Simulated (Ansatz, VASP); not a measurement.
HgTe: VASP beside Ansatz

```
Te Hg
1.0
     0.00000    2.92150    2.92150
     2.92150    0.00000    2.92150
     2.92150    2.92150    0.00000
Te Hg
1 1
Cartesian
  2.9215 2.9215 2.9215
  0.0000 0.0000 0.0000
```

Alike in both runs: task single point; functional PBE; k mesh 6 × 6 × 6; occupations fermi-dirac, width 0.1 eV; no spin polarisation.

|  | VASP | Ansatz |
| --- | --- | --- |
| version | VASP 6.6.1 | Ansatz 0.2.0 |
| potentials or method | VASP PAW PBE potentials, release 64 (Te, Hg) | PAW, plane waves, scalar-relativistic |
| plane-wave cutoff (eV) | 520 | 420 |
| valence electrons in the cell | 18 | 36 |

```tsv
	VASP	Ansatz	Ansatz less VASP
pressure (GPa)	10.7	10.4	-0.24
```

The two sets of potentials don't hold the same shells in valence.

Spin-orbit coupling is left out, which matters for the levels of Hg, Te.
